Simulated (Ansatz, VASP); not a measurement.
**One calculation of Ti, two programs**

```
Ti
1.0
    -1.62582    1.62582    1.62582
     1.62582   -1.62582    1.62582
     1.62582    1.62582   -1.62582
Ti
1
Direct
  0.00000 0.00000 0.00000
```

Alike in both runs: task electric field gradients; functional PBEsol; k mesh 18 × 18 × 18; occupations fermi-dirac, width 0.05 eV; no spin polarisation.

|  | VASP | Ansatz |
| --- | --- | --- |
| version | VASP 6.6.1 | Ansatz 0.2.0 |
| potentials or method | VASP PAW PBE potentials, release 64 (Ti_sv) | PAW with Ansatz's default frozen-core files, scalar-relativistic |
| plane-wave cutoff (eV) | 520 | 420 |
| valence electrons in the cell | 12 | 12 |

|  | VASP | Ansatz | Ansatz less VASP |
| --- | --- | --- | --- |
| pressure (GPa) | -4.3 | -4.1 | +0.22 |
| Vzz of the field gradient on the site that differs most (V/Å²) | 0.0 | 0.0 | 0.00 |

Caveats: the PAW data sets were made with another functional, which shifts forces and pressure a little (VASP).
